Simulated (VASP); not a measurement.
Al2Ru: single point with PBEsol

The system is Al2Ru.

```xyz
3
Lattice="-1.5604 1.5604 4.2218 1.5604 -1.5604 4.2218 1.5604 1.5604 -4.2218" Properties=species:S:1:pos:R:3 pbc="T T T"
Ru   -0.0149    0.0251    0.0570
Al   -0.0069   -0.0032    2.8770
Al   -0.0482   -0.0072    5.5556
```

The cell comes from a database or a generator and needn't be the stable form of this composition.

The cell isn't the ideal one: atoms moved at random, drawn with an rms of 0.05 Å.

```
Program                : VASP 6.6.1
Task                   : single point
Functional             : PBEsol
Potentials or basis    : VASP PAW PBE potentials, release 64 (Ru_pv, Al)
Cutoff                 : 520 eV
k mesh                 : 12 × 12 × 12
Occupations            : fermi-dirac, width 0.05 eV
Spin                   : no spin polarisation
Ladder                 : free
Further INCAR settings : ALGO = Normal; EDIFF = 1e-07; NBANDS = 17
```

| Quantity | Value |
| --- | --- |
| Pressure | 0.1 GPa |
| Largest force | 0.609 eV/Å |
| Band gap on the k mesh | none (metal or under the smearing width) |

Forces on the atoms (eV/Å):
```
Ru  -0.148 -0.278 -0.522
Al  -0.159  0.093  0.204
Al   0.307  0.185  0.318
```

Stress tensor (GPa, compression positive):
```
0.14 0.08 0.08
0.08 0.17 0.20
0.08 0.20 0.05
```

Levels at points of the mesh, in eV from the Fermi level:
```tsv
k point	band 6	band 7	band 8	band 9	band 10	band 11	band 12	band 13	band 14	band 15
(0.00, 0.00, 0.00)	-3.85	-2.01	-1.98	-1.95	-0.97	2.40	4.69	6.09	6.10	6.28
(0.50, 0.00, 0.00)	-4.62	-2.95	-2.72	-2.56	-1.42	0.58	3.06	5.11	7.03	8.47
(0.00, 0.50, 0.00)	-4.64	-2.96	-2.74	-2.55	-1.42	0.58	3.09	5.11	6.94	8.46
(0.00, 0.50, 0.50)	-4.63	-2.93	-2.73	-2.57	-1.42	0.58	3.05	5.11	7.04	8.47
(0.50, 0.00, 0.50)	-4.61	-2.92	-2.73	-2.56	-1.42	0.58	3.02	5.10	7.13	8.41
(0.50, 0.50, 0.00)	-3.54	-3.33	-3.07	-1.24	-0.35	0.27	1.84	2.04	4.77	5.26
(0.00, 0.00, 0.50)	-3.55	-3.33	-3.07	-1.24	-0.35	0.27	1.83	2.04	4.77	5.26
(0.50, 0.50, 0.50)	-4.01	-2.62	-1.55	-1.55	-0.94	3.18	3.18	6.33	6.46	8.55
```

Wall time 6 min on 1 thread of Intel(R) Xeon(R) 6975P-C (Granite Rapids), on a shared host, peak memory 0.67 GiB.

Caveat: the PAW data sets were made with another functional, which shifts forces and pressure a little.
